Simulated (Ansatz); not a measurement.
**PbO2, one structure, two calculations**

Cell: an entry of the Crystallography Open Database (COD), taken as it stands.

Space group Pbcn (No. 60); a = 4.9470, b = 5.9510, c = 5.4970 Å.

| site | Wyckoff | site symmetry | x | y | z |
| --- | --- | --- | --- | --- | --- |
| Pb | 4c | .2. | 0.0000 | 0.1780 | 0.2500 |
| O | 8d | 1 | 0.2760 | 0.4100 | 0.4250 |

One atom of each set is listed.

First run. Computed with Ansatz: DFT, PBE, plane waves and PAW, scalar-relativistic, 420 eV cutoff, Γ-centred 5×4×4 k-points, Fermi–Dirac smearing 0.02 eV.

```
site  V_zz (10²¹ V/m²)     η
  Pb             -5.94  0.42
   O            -11.90  0.36
```

Second run. The same atoms and settings, except that the mesh is 7×6×6 and the Fermi–Dirac smearing is 0.05 eV.

Problem. Given the first result, estimate the second.

Solution. 

| site | V_zz | η | change of V_zz |
| --- | --- | --- | --- |
| Pb | -5.94 | 0.43 | 0.00 |
| O | -11.87 | 0.36 | +0.03 |

No V_zz moves by more than 0.03.

The largest force is 1.0 eV/Å, so the atoms aren't at the calculated equilibrium and relaxing them would move these values. Spin–orbit coupling is left out, which shifts gradients on Pb by a few per cent in wide-gap crystals, and can shift them far more where the calculated gap is small or absent, as here. Semilocal functionals make gaps too small and can close them, so the real compound need not be a metal.
For the first run: At this cell the PBE pressure is 10 GPa, so with PBE the cell would grow if it were relaxed.
For the second run: At this cell the PBE pressure is 10 GPa, so with PBE the cell would grow if it were relaxed. The entry's cell may itself be off.
